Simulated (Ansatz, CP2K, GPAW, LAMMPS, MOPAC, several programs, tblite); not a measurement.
## What each method gives for KI (Pm-3m)

A 2-atom cell of KI (Pm-3m) from a materials database, relaxed with r2SCAN in Ansatz, was computed with several methods. It is cubic, Pm-3m (No. 221); a = 4.291 Å in the conventional setting, 39.51 Å³ an atom. K has 8 I at 3.72 Å; I has 8 K at 3.72 Å. Spin-unpolarised throughout; all numbers are computed.

Space group Pm-3m (No. 221). a = 4.291 Å, b = 4.291 Å, c = 4.291 Å, α = 90.00°, β = 90.00°, γ = 90.00°
```
atom  site  symmetry       x       y       z
   K    1a      m-3m  0.0000  0.0000  0.0000
   I    1b      m-3m  0.5000  0.5000  0.5000
```

Gaps and times are for a single point on this cell; volume and bulk modulus come from each method's own relaxation or energy curve at fixed shape. Times are rough, from shared hosts (Arm Neoverse N1), and each method has its own mesh and cell size. GFN1-xTB (tblite): levels, charges or heat of formation failed a check of plausibility, so no values are given. PM6 (MOPAC), PM7 (MOPAC), GFN1-xTB (tblite), GFN2-xTB (tblite) treat a cluster of cells at its zone centre, which samples few k points: where these miss a band edge, the gap comes out too large for that reason alone. Gaps from k meshes are read at a limited set of points (mesh, symmetry points, PBE's band edges), so each method's own least gap may be somewhat smaller. Force fields have no electrons; where one was fitted to this phase, its volume and modulus reflect the fit. xTB and the PM methods were fitted mostly to molecules, and can miss a solid's gap by electronvolts. Minimal bases can be far off for gaps. GLLB-SC's gap includes the derivative discontinuity. d marks a direct gap, i an indirect one (no mark: not told apart), a dash a value that wasn't computed or didn't pass its checks.

```
                          method              kind  gap (eV)  own volume (Å³/atom)  bulk modulus (GPa)  atoms computed  processor time
             ffield.eim (LAMMPS)       force field         –                     –                   –               2          0.17 s
light PBE (260 eV, its own mesh)  light plane-wave    3.23 i                     –                   –               2           1.1 s
                     PM7 (MOPAC)    semi-empirical     10.38                     –                   –              16           1.4 s
                     PM6 (MOPAC)    semi-empirical      6.94                     –                   –              16           1.6 s
               GFN1-xTB (tblite)     tight binding         –                     –                   –              16           1.7 s
               GFN2-xTB (tblite)     tight binding      7.00                     –                   –              16           2.1 s
                             PBE         semilocal    3.33 i                 40.87                  12               2           3.9 s
                  PBE/SZV (CP2K)       small basis    2.97 i                     –                   –               2             7 s
                          r2SCAN         semilocal    4.04 i                 39.51                  15               2           9.3 s
                  GLLB-SC (GPAW)   model potential      6.33                     –                   –               2            12 s
                 PBE/DZVP (CP2K)       small basis    3.30 i                 41.25                  13               2            16 s
          PBE/single zeta (GPAW)       small basis    3.06 i                     –                   –               2            20 s
```

Against r2SCAN (4.04 eV) the nearest gap at the points sampled is that of PBE (-0.71 eV) and the farthest that of PM7 (MOPAC) (+6.34 eV). r2SCAN is only a yardstick of convenience: semilocal gaps usually lie below measured ones, which GLLB-SC and hybrids aim to mend.

Volumes against r2SCAN's: PBE +3.5 %, PBE/DZVP (CP2K) +4.4 %.

No spin-orbit coupling is included; it can move band edges with weight on the heavy atoms by tenths of an eV.
